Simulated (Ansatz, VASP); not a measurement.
# One calculation of Rh, two programs

Contents of INCAR:

```
ALGO = Normal ; EDIFF = 1E-7
EDIFFG = -0.015 ; ENCUT = 600
GGA = PE ; IBRION = 2
ISIF = 3 ; ISMEAR = 0
LASPH = T ; LCHARG = F
LREAL = F ; LWAVE = F
NELM = 100 ; NSW = 80
PREC = Accurate ; SIGMA = 0.1
```

Contents of KPOINTS:

```
k-points
0
Gamma
  12 12 12
```

POSCAR

```
Rh
1.0
    3.8299378968      0.0000000000      0.0000000000
    0.0000000000     -3.8299378968      0.0000000000
    0.0000000000      0.0000000000     -3.8299378968
Rh
4
Direct
    0.0000000000      0.5000000000      0.5000000000
    0.5000000000      0.0000000000      0.5000000000
    0.5000000000      0.5000000000      0.0000000000
    0.0000000000      0.0000000000      0.0000000000
```

Input for Ansatz:

```yaml
crystal:
  lattice:
    - [3.8299378968, 0.0, 0.0]
    - [0.0, -3.8299378968, 0.0]
    - [0.0, 0.0, -3.8299378968]
  atoms:
    - { symbol: Rh, position: [0.0, 0.5, 0.5] }
    - { symbol: Rh, position: [0.5, 0.0, 0.5] }
    - { symbol: Rh, position: [0.5, 0.5, 0.0] }
    - { symbol: Rh, position: [0.0, 0.0, 0.0] }
basis:
  ecutwfc: 420
kpoints:
  mp_grid: { grid: [12, 12, 12] }
hamiltonian:
  xc: pbe
scf:
  occupations: { method: gaussian, width: 0.1 }
output:
  forces: true
  stress: true
  eigenvalues: true
  write_density: true
  write_potential: true
  elf: true
  volumetric_format: npy
relax:
  adjacent_minimum: "off"
  f_tol: 0.015
  max_steps: 60
  cell: { stress_tol: 0.15 }
```

Alike in both runs: task relaxation of cell and atoms; functional PBE; k mesh 12 × 12 × 12; occupations gaussian, width 0.1 eV; no spin polarisation.

|  | VASP | Ansatz |
| --- | --- | --- |
| version | VASP 6.6.1 | Ansatz 0.2.0 |
| potentials or method | VASP PAW PBE potentials, release 64 (Rh_pv) | scalar-relativistic, plane waves, PAW |
| plane-wave cutoff (eV) | 600 | 420 |
| valence electrons in the cell | 60 | 68 |

```csv
,VASP,Ansatz,Ansatz less VASP
"gap on the k mesh at the Fermi level, each at its own relaxed structure (eV)",none,none,-
relaxed volume (Å³/atom),14.04,14.04,0.000
relaxed cell length with the largest relative difference (Å),3.830,3.830,0.0000
```

A gap of «none» marks a metal or a gap that the smearing closes. The two sets of potentials don't hold the same shells in valence.

Caveats: the relaxation stopped at its first step, so nothing moved.
